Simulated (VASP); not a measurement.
A run of VASP 6.6.1 is set up as follows.

File INCAR:

```
SYSTEM = TePb
PREC = Accurate
ENCUT = 600
EDIFF = 1E-7
ISMEAR = 0
SIGMA = 0.03
LREAL = .False.
LASPH = .True.
NELM = 80
ALGO = Normal
ISIF = 2
LWAVE = .False.
LCHARG = .False.
METAGGA = R2SCAN
LMIXTAU = .True.
IBRION = 2
NSW = 40
EDIFFG = -0.01
```

File KPOINTS:

```
Automatic mesh
0
Gamma
  8 8 8
  0 0 0
```

File POSCAR:

```
TePb                                    
1.0
    0.0000000000      3.2234792302      3.2234792302
    3.2234792302      0.0000000000      3.2234792302
    3.2234792302      3.2234792302      0.0000000000
  Te              Pb            
     1     1
Direct
     0.5000000000000000    0.5000000000000000    0.5000000000000000
     0.0000000000000000    0.0000000000000000    0.0000000000000000
```

Potentials or basis: VASP PAW PBE potentials, release 64 (Te, Pb_d).

Command:

```console
$ cat potpaw_PBE.64/Te/POTCAR potpaw_PBE.64/Pb_d/POTCAR > POTCAR
$ mpirun -np 1 vasp_std > vasp.out
```

Question: Predict the band gap on the k mesh.

Answer: 1.01 eV, direct.

Final structure:
```
Te Pb
1.0
     0.00000    3.22348    3.22348
     3.22348    0.00000    3.22348
     3.22348    3.22348    0.00000
Te Pb
1 1
Direct
  0.50000 0.50000 0.50000
  0.00000 0.00000 0.00000
```

Caveat: the relaxation stopped at its first step, so nothing moved; spin-orbit coupling is left out, which as a rule narrows the gap of such compounds by several tenths of an eV. A k mesh can miss the band edges.
